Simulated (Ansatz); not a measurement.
# Electron scattering at the Σ5 (210) boundary in fcc Ag with Pd (substitutional)

Aim: the relaxed structure and the specific resistance of the Σ5 (210) boundary in fcc Ag with Pd (substitutional).

Calculated with Ansatz 0.2.0; Ansatz plane-wave DFT, PBE, PAW files; relaxation of a bicrystal slab with its lowest layers held; PAW set soft_1, in the first sound run; inputs show where later runs differ.

### 1. Set-up

The cell holds 21 atoms: 20 Ag and 1 Pd. Its edges and angles: a = 5.005 Å, b = 4.086 Å, c = 30.188 Å, α = 90.0°, β = 90.0°, γ = 65.9°. It derives from Ag. built on the (2 1 0) plane; 2 overlapping atoms removed and the grains opened by 0 Å. Vacuum lies along c.

### 2. Relaxing the bicrystal

The boundary is built by mirroring the lower grain in the boundary plane and removing any atoms that overlap; then the Pd is put in at the boundary. A thin bicrystal slab is relaxed first, with the lowest layers held and the upper grain free to shift and open.

Input file input.yaml:

```yaml
crystal:
  lattice:
    - [5.0045524935, 0.0, 0.0]
    - [1.6681841645, 3.7301731908, 0.0]
    - [0.0, 0.0, 30.187744037]
  atoms:
    - { symbol: Ag, position: [0.6000000001, 0.6999999999, 0.165630131] }
    - { symbol: Ag, position: [0.2000000001, 0.3999999999, 0.1958974506] }
    - { symbol: Ag, position: [0.8000000001, 0.0999999999, 0.2261647702] }
    - { symbol: Ag, position: [0.4000000001, 0.7999999999, 0.2564320898] }
    - { symbol: Ag, position: [1.0e-10, 0.4999999999, 0.2866994094] }
    - { symbol: Ag, position: [0.6000000001, 0.2, 0.3169667291] }
    - { symbol: Ag, position: [0.2, 0.9, 0.3472340487] }
    - { symbol: Ag, position: [0.8, 0.6, 0.3775013683] }
    - { symbol: Ag, position: [0.4, 0.3, 0.4077686879] }
    - { symbol: Pd, position: [0.0, 0.0, 0.4380360075] }
    - { symbol: Ag, position: [0.8, 0.6, 0.4985706467] }
    - { symbol: Ag, position: [0.2, 0.9, 0.5288379663] }
    - { symbol: Ag, position: [0.6000000001, 0.2, 0.5591052859] }
    - { symbol: Ag, position: [1.0e-10, 0.4999999999, 0.5893726055] }
    - { symbol: Ag, position: [0.4000000001, 0.7999999999, 0.6196399251] }
    - { symbol: Ag, position: [0.8000000001, 0.0999999999, 0.6499072447] }
    - { symbol: Ag, position: [0.2000000001, 0.3999999999, 0.6801745643] }
    - { symbol: Ag, position: [0.6000000001, 0.6999999999, 0.710441884] }
    - { symbol: Ag, position: [1.0e-10, 0.9999999999, 0.7407092036] }
    - { symbol: Ag, position: [0.4000000001, 0.2999999999, 0.7709765232] }
    - { symbol: Ag, position: [0.8000000002, 0.5999999999, 0.8012438428] }
kpoints:
  mp_grid: { grid: [6, 6, 1] }
hamiltonian:
  xc: pbe
  pseudopotentials: { kind: paw, azcp: { folder: soft_1 } }
scf:
  occupations: { method: fermi_dirac, width: 0.1 }
relax:
  f_tol: 0.03
  max_steps: 80
  constraints: [{ sites: [0, 1, 2, 3] }]
```

The run is started by

```sh
$ ansatz run input.yaml --threads 4 --pin off --max-ram 15360MiB --backend cpu --events-out ev --progress --plain --runs-dir out
```

Numbers of over 12 decimals in the logs are rounded to 6 here.

What it wrote:

```text
Engine: ansatz 0.2.0, x86_64-unknown-linux-gnu
Pseudopotentials: kind: paw
Pseudopotential: Ag, paw, valence charge 19, recommended cutoff 420 eV (normal), soft_1/Ag.paw.azcp
Pseudopotential: Pd, paw, valence charge 18, recommended cutoff 420 eV (normal), soft_1/Pd.paw.azcp
Functional definition: PBE
  parameter kappa = 0.804
  parameter beta = 0.066725
  exchange = pbe_x(kappa = kappa, mu = beta*pi^2/3)
  correlation = pbe_c(beta = beta)
Crystal: 21 atoms, lattice volume = 563.540 Å³
Basis set: ecut = 420 eV, 11077 PW (Γ), exchange–correlation on 72×60×432 points (8 copies of the dense FFT grid, shifted against one another)
Bands: 239, of which v1, the nominal top of the filled ones, is band 199 counted from 1 (198 counted from 0)
Symmetry: 2 space group operations
Space group: Cm (ITA 8), of the structure as read, at distance tolerance 8.3e-5 Å
k-points: 13 of 36 (time reversal used)
Non-local potential: Ag, projectors of the file, l = 0: 3, l = 1: 2, l = 2: 2, l = 3: 1
Non-local potential: Pd, projectors of the file, l = 0: 2, l = 1: 2, l = 2: 2, l = 3: 1
PAW form: soft (Blöchl's): semilocal exchange-correlation on the pseudo side does not see the compensation charge
PAW one-centre angular grid: Ag, 590 points (default); XC on 64 Gauss nodes
PAW one-centre angular grid: Pd, 590 points (default); XC on 64 Gauss nodes
Initial density: superposition of atomic densities (neutral atoms: chi_scale 0, normalization atom)
Initial wavefunctions: pseudopotential atomic-orbital guess
Functional: x = pbe(κ = 0.804, μ = 0.219515), c = pbe(β = 0.066725)
SCF iter   1: F=—  HF=-158788.036186 eV  |F-HF|=—  |Δ(HF+E_count)|=         —  Δρ=6.96e-2  dr2=4.87e1  ethr=3.10e-3  ⟨swp⟩=6.2  Hψ=10885  notcnv=0  defer=110
preconditioner: auto → LDOS  [metal: Δε(μ)=0.087 eV  Ē_g=9.105 eV  σ=0.100 eV  W_gap=0.21  n_scr=146 (ndim 8)  ℏωp=23.7 eV  f_vac=0.316  D(μ)=9.29/eV (n_scr^D=50)  β→1.0]
SCF iter   2: F=—  HF=-158790.771890 eV  |F-HF|=—  |Δ(HF+E_count)|=    2.74e0  Δρ=7.68e-2  dr2=3.33e1  ethr=3.10e-3  ⟨swp⟩=2.6  Hψ=6417  notcnv=0  defer=310
SCF iter   3: F=—  HF=-158782.248661 eV  |F-HF|=—  |Δ(HF+E_count)|=    8.52e0  Δρ=1.17e-2  dr2=9.33e-1  ethr=3.10e-3  ⟨swp⟩=2.5  Hψ=5892  notcnv=0  defer=325
SCF iter   4: F=—  HF=-158782.167545 eV  |F-HF|=—  |Δ(HF+E_count)|=   8.11e-2  Δρ=4.00e-3  dr2=1.10e-1  ethr=2.34e-4  ⟨swp⟩=2.0  Hψ=6102  notcnv=0  defer=320
SCF iter   5: F=—  HF=-158782.155404 eV  |F-HF|=—  |Δ(HF+E_count)|=   1.21e-2  Δρ=8.66e-4  dr2=1.02e-2  ethr=2.78e-5  ⟨swp⟩=2.0  Hψ=5116  notcnv=0  defer=320
SCF iter   6: F=—  HF=-158782.157320 eV  |F-HF|=—  |Δ(HF+E_count)|=   1.92e-3  Δρ=3.78e-4  dr2=1.74e-3  ethr=2.56e-6  ⟨swp⟩=2.0  Hψ=4279  notcnv=0  defer=320
SCF iter   7: F=—  HF=-158782.157445 eV  |F-HF|=—  |Δ(HF+E_count)|=   1.25e-4  Δρ=1.18e-4  dr2=1.68e-4  ethr=4.36e-7  ⟨swp⟩=2.0  Hψ=4309  notcnv=0  defer=320
SCF iter   8: F=-158782.157436 eV  HF=-158782.157442 eV  |F-HF|=6.33e-6  |Δ(HF+E_count)|=   2.34e-6  Δρ=3.59e-5  dr2=9.68e-6  ethr=5.65e-9  ⟨swp⟩=3.0  Hψ=11632  notcnv=0
SCF 1 converged in 8 iterations: F = -158782.157436 eV  dr2 = 9.68e-6
  greatest PAW one-centre occupation: 1.001 electrons in one spin orbital (limit 2), on the Ag atom at site 14 (counted from 0), in its partial waves of l = 0
relax step   1: F+E_penalty+E_count = -158782.15743592 eV  Δ(F+E_penalty+E_count) = +0.000e0 eV  max|allowed force component| = 6.192e-1 eV/Å  Δτ_max = 0.0000 Å  (8 SCF iters, dr2 threshold 2.25e-5 eV, accepted)
Initial density: handed on by an earlier stage of this run
Initial wavefunctions: those handed on with the density
iter 1 solved again at ethr=4.21e-5 eV; its pass at ethr=3.10e-3 eV (dr2=1.68e-1 eV) is discarded
SCF iter   1: F=—  HF=-158782.522152 eV  |F-HF|=—  |Δ(HF+E_count)|=         —  Δρ=4.49e-3  dr2=1.27e-1  ethr=4.21e-5  ⟨swp⟩=2.0  Hψ=11050  notcnv=0  defer=306
preconditioner: auto → LDOS  [metal: Δε(μ)=0.043 eV  Ē_g=9.397 eV  σ=0.100 eV  W_gap=0.11  n_scr=146 (ndim 8)  ℏωp=23.7 eV  f_vac=0.308  D(μ)=6.12/eV (n_scr^D=18)  β→1.0]
SCF iter   2: F=—  HF=-158782.517438 eV  |F-HF|=—  |Δ(HF+E_count)|=   4.71e-3  Δρ=3.45e-3  dr2=1.47e-1  ethr=3.19e-5  ⟨swp⟩=2.1  Hψ=5043  notcnv=0  defer=306
SCF iter   3: F=—  HF=-158782.487924 eV  |F-HF|=—  |Δ(HF+E_count)|=   2.95e-2  Δρ=5.61e-4  dr2=2.13e-3  ethr=3.19e-5  ⟨swp⟩=2.0  Hψ=4582  notcnv=0  defer=306
SCF iter   4: F=—  HF=-158782.488072 eV  |F-HF|=—  |Δ(HF+E_count)|=   1.48e-4  Δρ=4.64e-4  dr2=1.43e-3  ethr=5.35e-7  ⟨swp⟩=2.3  Hψ=5698  notcnv=0  defer=319
SCF iter   5: F=—  HF=-158782.487730 eV  |F-HF|=—  |Δ(HF+E_count)|=   3.43e-4  Δρ=5.11e-5  dr2=1.48e-5  ethr=3.60e-7  ⟨swp⟩=2.0  Hψ=5126  notcnv=0  defer=319
SCF iter   6: F=-158782.487729 eV  HF=-158782.487729 eV  |F-HF|=3.16e-8  |Δ(HF+E_count)|=   5.18e-7  Δρ=1.64e-5  dr2=1.23e-6  ethr=3.72e-9  ⟨swp⟩=4.0  Hψ=9605  notcnv=0
SCF 2 converged in 6 iterations: F = -158782.487729 eV  dr2 = 1.23e-6
relax step   2: F+E_penalty+E_count = -158782.48772897 eV  Δ(F+E_penalty+E_count) = -3.303e-1 eV  max|allowed force component| = 3.294e-1 eV/Å  Δτ_max = 0.1949 Å  (6 SCF iters, dr2 threshold 2.40e-5 eV, accepted)
SCF iter   1: F=—  HF=-158782.689173 eV  |F-HF|=—  |Δ(HF+E_count)|=         —  Δρ=6.49e-3  dr2=2.68e-1  ethr=5.36e-4  ⟨swp⟩=7.2  Hψ=8360  notcnv=0  defer=321
preconditioner: auto → LDOS  [metal: Δε(μ)=0.010 eV  Ē_g=9.393 eV  σ=0.100 eV  W_gap=0.03  n_scr=146 (ndim 8)  ℏωp=23.7 eV  f_vac=0.311  D(μ)=5.90/eV (n_scr^D=14)  β→1.0]
SCF iter   2: F=—  HF=-158782.663419 eV  |F-HF|=—  |Δ(HF+E_count)|=   2.58e-2  Δρ=5.13e-3  dr2=2.60e-1  ethr=6.73e-5  ⟨swp⟩=2.1  Hψ=6081  notcnv=0  defer=325
SCF iter   3: F=—  HF=-158782.604042 eV  |F-HF|=—  |Δ(HF+E_count)|=   5.94e-2  Δρ=7.77e-4  dr2=5.18e-3  ethr=6.54e-5  ⟨swp⟩=2.0  Hψ=4462  notcnv=0  defer=325
SCF iter   4: F=—  HF=-158782.603966 eV  |F-HF|=—  |Δ(HF+E_count)|=   7.60e-5  Δρ=7.12e-4  dr2=2.81e-3  ethr=1.30e-6  ⟨swp⟩=2.9  Hψ=6069  notcnv=0  defer=325
SCF iter   5: F=—  HF=-158782.603231 eV  |F-HF|=—  |Δ(HF+E_count)|=   7.35e-4  Δρ=6.02e-5  dr2=4.73e-5  ethr=7.05e-7  ⟨swp⟩=2.0  Hψ=5164  notcnv=0  defer=325
SCF iter   6: F=-158782.603226 eV  HF=-158782.603227 eV  |F-HF|=1.30e-6  |Δ(HF+E_count)|=   3.87e-6  Δρ=1.93e-5  dr2=2.58e-6  ethr=1.70e-9  ⟨swp⟩=5.0  Hψ=11213  notcnv=0
SCF 3 converged in 6 iterations: F = -158782.603226 eV  dr2 = 2.58e-6
relax step   3: F+E_penalty+E_count = -158782.60322599 eV  Δ(F+E_penalty+E_count) = -1.155e-1 eV  max|allowed force component| = 1.653e-1 eV/Å  Δτ_max = 0.1923 Å  (6 SCF iters, dr2 threshold 6.78e-6 eV, accepted)
[...]
relax step   4: F+E_penalty+E_count = -158782.64976668 eV  Δ(F+E_penalty+E_count) = -4.654e-2 eV  max|allowed force component| = 5.265e-2 eV/Å  Δτ_max = 0.1693 Å  (7 SCF iters, dr2 threshold 6.88e-6 eV, accepted)
[...]
relax step   5: F+E_penalty+E_count = -158782.65650983 eV  Δ(F+E_penalty+E_count) = -6.743e-3 eV  max|allowed force component| = 2.595e-2 eV/Å  Δτ_max = 0.0829 Å  (8 SCF iters, accepted)
[...]
relax step   6: F+E_penalty+E_count = -158782.66031799 eV  Δ(F+E_penalty+E_count) = -3.808e-3 eV  max|allowed force component| = 1.926e-2 eV/Å  Δτ_max = 0.0820 Å  (7 SCF iters, accepted)
[...]
relax step   7: F+E_penalty+E_count = -158782.66626787 eV  Δ(F+E_penalty+E_count) = -5.950e-3 eV  max|allowed force component| = 2.571e-2 eV/Å  Δτ_max = 0.1812 Å  (8 SCF iters, accepted)
SCF iter   1: F=—  HF=-158782.807264 eV  |F-HF|=—  |Δ(HF+E_count)|=         —  Δρ=7.85e-3  dr2=3.75e-1  ethr=9.23e-4  ⟨swp⟩=6.8  Hψ=8219  notcnv=0  defer=310
preconditioner: auto → LDOS  [metal: Δε(μ)=0.048 eV  Ē_g=9.432 eV  σ=0.100 eV  W_gap=0.12  n_scr=146 (ndim 8)  ℏωp=23.7 eV  f_vac=0.317  D(μ)=5.94/eV (n_scr^D=14)  β→1.0]
SCF iter   2: F=—  HF=-158782.745414 eV  |F-HF|=—  |Δ(HF+E_count)|=   6.18e-2  Δρ=5.99e-3  dr2=1.80e-1  ethr=9.42e-5  ⟨swp⟩=2.0  Hψ=6086  notcnv=0  defer=321
SCF iter   3: F=—  HF=-158782.671488 eV  |F-HF|=—  |Δ(HF+E_count)|=   7.39e-2  Δρ=6.91e-4  dr2=2.62e-3  ethr=4.53e-5  ⟨swp⟩=2.0  Hψ=5240  notcnv=0  defer=321
SCF iter   4: F=—  HF=-158782.671129 eV  |F-HF|=—  |Δ(HF+E_count)|=   3.59e-4  Δρ=5.36e-4  dr2=1.43e-3  ethr=6.59e-7  ⟨swp⟩=3.0  Hψ=6823  notcnv=0  defer=321
SCF iter   5: F=—  HF=-158782.670769 eV  |F-HF|=—  |Δ(HF+E_count)|=   3.61e-4  Δρ=1.35e-4  dr2=9.94e-5  ethr=3.60e-7  ⟨swp⟩=2.8  Hψ=4861  notcnv=0  defer=321
SCF iter   6: F=—  HF=-158782.670758 eV  |F-HF|=—  |Δ(HF+E_count)|=   1.08e-5  Δρ=3.44e-5  dr2=6.37e-6  ethr=2.50e-8  ⟨swp⟩=2.1  Hψ=4702  notcnv=0  defer=321
SCF iter   7: F=—  HF=-158782.670756 eV  |F-HF|=—  |Δ(HF+E_count)|=   1.35e-6  Δρ=4.73e-6  dr2=1.46e-7  ethr=1.60e-9  ⟨swp⟩=2.0  Hψ=5323  notcnv=0  defer=321
SCF iter   8: F=-158782.670756 eV  HF=-158782.670756 eV  |F-HF|=2.68e-9  |Δ(HF+E_count)|=   5.37e-8  Δρ=1.54e-6  dr2=1.41e-8  ethr=2.51e-11  ⟨swp⟩=4.0  Hψ=9839  notcnv=0
SCF 8 converged in 8 iterations: F = -158782.670756 eV  dr2 = 1.41e-8
relax step   8: F+E_penalty+E_count = -158782.67075643 eV  Δ(F+E_penalty+E_count) = -4.489e-3 eV  max|allowed force component| = 1.706e-2 eV/Å  Δτ_max = 0.1917 Å  (8 SCF iters, accepted)
SCF converged after 8 iterations
Free energy (F): -158782.670756 eV
Harris-Foulkes:  -158782.670756 eV  (|F-HF|=2.68e-9)
Internal energy: -158782.479182 eV  (E = F + TS)
E sigma→0 (E₀):  -158782.574969 eV
Entropy (-TS):   -0.191574 eV (-9.123 meV/atom)
Fermi energy:    9.431400 eV
--- Per-component energies (eV) ---
  E_band       = -7943.154671
  E_kinetic    = 9802.225783
  E_local      = -475430.661657  (includes V_loc(G=0)·N_el)
  E_nonlocal   = 1008.882332
  E_hartree    = 235654.759413
  E_xc         = -3312.571509
  E_vxc        = -4191.493641  (∫ρ·V_xc dr)
  E_paw        = -82925.827884  (= ΣΔE_a)
  E_vpaw       = -10441.630133  (= ΣTr[D̂ρ^β])
  E_aug_tail   = 0.007800  (compensation charges beyond the density's cutoff)
  E_ewald      = 156420.706540
  E_smearing   = -0.191574  (= −TS)
  E_closure    = 0.000000  (closes the sum)
  Σ components = -158782.670756   (vs F -158782.670756, Δ=0.00e0)
--- Forces (eV/Å), atoms counted from 1 ---
  atom   1  Ag    -0.04352867     0.01946661     0.22539757
  atom   2  Ag    -0.02725340     0.01218809    -0.15798538
  atom   3  Ag     0.04509035    -0.02016502    -0.22537537
  atom   4  Ag     0.03562663    -0.01593272     0.07622768
  atom   5  Ag     0.00262276    -0.00117294     0.00444865
  atom   6  Ag    -0.00116000     0.00051877     0.00574331
  atom   7  Ag     0.00102700    -0.00045929     0.00313584
  atom   8  Ag    -0.00634872     0.00283923     0.01479206
  atom   9  Ag    -0.00345588     0.00154552     0.00425192
  atom  10  Pd     0.00538105    -0.00240648     0.00700652
  atom  11  Ag     0.01706275    -0.00763069     0.01038120
  atom  12  Ag    -0.01582810     0.00707854    -0.01070546
  atom  13  Ag    -0.00574018     0.00256709     0.01049863
  atom  14  Ag     0.00195147    -0.00087272    -0.00211039
  atom  15  Ag    -0.00158743     0.00070992    -0.00460220
  atom  16  Ag    -0.00112356     0.00050247     0.00585750
  atom  17  Ag    -0.00099281     0.00044400     0.00875317
  atom  18  Ag    -0.00081197     0.00036312     0.00733513
  atom  19  Ag    -0.00026047     0.00011649     0.01009549
  atom  20  Ag    -0.00064292     0.00028752     0.00739195
  atom  21  Ag    -0.00003517     0.00001573    -0.00050489
  max |Σ_I F_I| component: 3.29e-5 eV/Å
--- Relaxed structure (8 steps of the walk, 8 accepted, 0 SCFs on fresh bases) ---
  F+E_penalty+E_count = -158782.67075643 eV   max|allowed force component| = 1.706e-2 eV/Å
  atoms:
    - { symbol: Ag, position: [0.600000, 0.69999999995, 0.165630131] }
    - { symbol: Ag, position: [0.200000, 0.39999999995, 0.195897] }
    - { symbol: Ag, position: [0.8000000001, 0.100000, 0.226165] }
    - { symbol: Ag, position: [0.400000, 0.800000, 0.256432] }
    - { symbol: Ag, position: [0.00240475, 0.498798, 0.288426] }
    - { symbol: Ag, position: [0.609260, 0.195370, 0.319760] }
    - { symbol: Ag, position: [0.216710, 0.891645, 0.348529] }
    - { symbol: Ag, position: [0.807427, 0.596287, 0.381290] }
    - { symbol: Ag, position: [0.414404, 0.292798, 0.418193] }
    - { symbol: Pd, position: [0.017497, -0.00874847, 0.434455] }
    - { symbol: Ag, position: [0.680588, 0.659706, 0.478425] }
    - { symbol: Ag, position: [0.097530, 0.951235, 0.520357] }
    - { symbol: Ag, position: [0.493090, 0.253455, 0.542919] }
    - { symbol: Ag, position: [-0.119717, 0.559858, 0.576775] }
    - { symbol: Ag, position: [0.286223, 0.856889, 0.609401] }
    - { symbol: Ag, position: [0.681872, 0.159064, 0.639388] }
    - { symbol: Ag, position: [0.075610, 0.462195, 0.670537] }
    - { symbol: Ag, position: [0.473043, 0.763478, 0.701515] }
    - { symbol: Ag, position: [-0.122565, 1.061283, 0.734318] }
    - { symbol: Ag, position: [0.269887, 0.365056, 0.764572] }
    - { symbol: Ag, position: [0.664487, 0.667757, 0.791083] }
```

Run time: 2.7 min. Hardware: 4 threads of Intel Xeon 6975P-C (Granite Rapids), shared host; peak memory 3.2 GiB.

The steps of the relaxation:

| step | energy less that of the first step (eV) | largest force component (eV/Å) |
| --- | --- | --- |
| 1 | 0.0000 | 0.6192 |
| 2 | -0.3303 | 0.3294 |
| 3 | -0.4458 | 0.1653 |
| 4 | -0.4923 | 0.0526 |
| 5 | -0.4991 | 0.0259 |
| 6 | -0.5029 | 0.0193 |
| 7 | -0.5088 | 0.0257 |
| 8 | -0.5133 | 0.0171 |

Forces are held to the 2 operations that the run works with; a distortion that breaks them can't arise in this run.

The atoms that moved most (Å):

| atom | dx | dy | dz | length |
| --- | --- | --- | --- | --- |
| Ag11 | -0.498 | 0.223 | -0.608 | 0.817 |
| Ag21 | -0.565 | 0.253 | -0.307 | 0.691 |
| Ag13 | -0.446 | 0.199 | -0.489 | 0.691 |
| Ag14 | -0.499 | 0.223 | -0.380 | 0.666 |
| Ag18 | -0.529 | 0.237 | -0.269 | 0.640 |
| Ag17 | -0.519 | 0.232 | -0.291 | 0.638 |
| Ag16 | -0.493 | 0.220 | -0.318 | 0.626 |
| Ag20 | -0.543 | 0.243 | -0.193 | 0.625 |

Final coordinates:

```cif
data_structure
_symmetry_space_group_name_H-M 'P 1'
_symmetry_Int_Tables_number 1
_cell_length_a 5.0046
_cell_length_b 4.0862
_cell_length_c 30.1877
_cell_angle_alpha 90.000
_cell_angle_beta 90.000
_cell_angle_gamma 65.905
_cell_volume 563.54
loop_
_atom_site_label
_atom_site_type_symbol
_atom_site_fract_x
_atom_site_fract_y
_atom_site_fract_z
_atom_site_occupancy
Ag1 Ag 0.60000 0.70000 0.16563 1
Ag2 Ag 0.20000 0.40000 0.19590 1
Ag3 Ag 0.80000 0.10000 0.22616 1
Ag4 Ag 0.40000 0.80000 0.25643 1
Ag5 Ag 0.00240 0.49880 0.28843 1
Ag6 Ag 0.60926 0.19537 0.31976 1
Ag7 Ag 0.21671 0.89165 0.34853 1
Ag8 Ag 0.80743 0.59629 0.38129 1
Ag9 Ag 0.41440 0.29280 0.41819 1
Pd10 Pd 0.01750 0.99125 0.43445 1
Ag11 Ag 0.68059 0.65971 0.47843 1
Ag12 Ag 0.09753 0.95123 0.52036 1
Ag13 Ag 0.49309 0.25346 0.54292 1
Ag14 Ag 0.88028 0.55986 0.57678 1
Ag15 Ag 0.28622 0.85689 0.60940 1
Ag16 Ag 0.68187 0.15906 0.63939 1
Ag17 Ag 0.07561 0.46220 0.67054 1
Ag18 Ag 0.47304 0.76348 0.70152 1
Ag19 Ag 0.87743 0.06128 0.73432 1
Ag20 Ag 0.26989 0.36506 0.76457 1
Ag21 Ag 0.66449 0.66776 0.79108 1
```

Numbers from this step:

```
free energy             : -158782.6708 eV
energy at zero smearing : -158782.5750 eV
Fermi energy            : 9.431 eV
```

The largest force component on a free atom ends at 0.017 eV/Å, under the tolerance of 0.03, after 8 steps.

(Continued in part 2 of 2.)

[Logs are printed without paths, hosts, clocks, repeated set-up lines and the standing remarks that a program may print on its own settings, such as how far it seeks lower states.]

[Hosts, paths, dates, database ids (printed as entryN), source tags and the programs' standing remarks are cut or masked in the printed files.]
